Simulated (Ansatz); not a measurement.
Crystal: CoO.

```xyz
2
Lattice="1.5055 0.8692 2.4399 -1.5055 0.8692 2.4399 0.0000 -1.7384 2.4399" Properties=species:S:1:pos:R:3 pbc="T T T"
Co    0.0000    0.0000    0.0000
O     0.0000    0.0000    3.6599
```

The cell is a database's computed one.

| Item | Value |
| --- | --- |
| Program | Ansatz 0.2.0 |
| Task | single point |
| Functional | PBEsol |
| Potentials or basis | all-electron LAPW, scalar-relativistic |
| Cutoff | 362 eV (chosen from the basis error) |
| Basis error allowed | 0.001 eV/atom |
| k mesh | 11 × 11 × 11 |
| Occupations | fermi-dirac, width 0.05 eV |
| Spin | collinear spin, ferromagnetic start |
| Starting moments | [2.0, 0.0] μB |

On this cell: pressure -9.2 GPa; largest force under 0.003 eV/Å; net moment 2.94 μB per cell; site moments Co +2.58; O +0.33 μB; band gap on the k mesh none (metal or under the smearing width).

The same run follows on a disturbed copy (atoms moved at random, drawn with an rms of 0.05 Å):

```xyz
2
Lattice="1.5055 0.8692 2.4399 -1.5055 0.8692 2.4399 0.0000 -1.7384 2.4399" Properties=species:S:1:pos:R:3 pbc="T T T"
Co   -0.0051   -0.0137    0.0083
O    -0.0684   -0.0294    3.6496
```

**Question.** What does the disturbed cell give?

**Answer.** The energy (extrapolated to zero smearing) moves by +0.3 meV/atom; pressure -8.8 GPa; largest force 0.024 eV/Å; net moment 2.94 μB per cell; site moments Co +2.58; O +0.33 μB; band gap on the k mesh none (metal or under the smearing width).

Forces in eV/Å, atoms in the order of the input:
```
Co  -0.024 -0.002 -0.004
O    0.024  0.002  0.004
```

Stress tensor (GPa, compression positive):
```
-8.72 -0.19  0.01
-0.19 -8.76 -0.32
 0.01 -0.32 -8.93
```

Caveats: a cell with one magnetic atom can't hold antiferromagnetic order, which such compounds often take; semilocal functionals often make such compounds metallic where correlation or magnetic order opens a gap, which also shifts bond lengths.
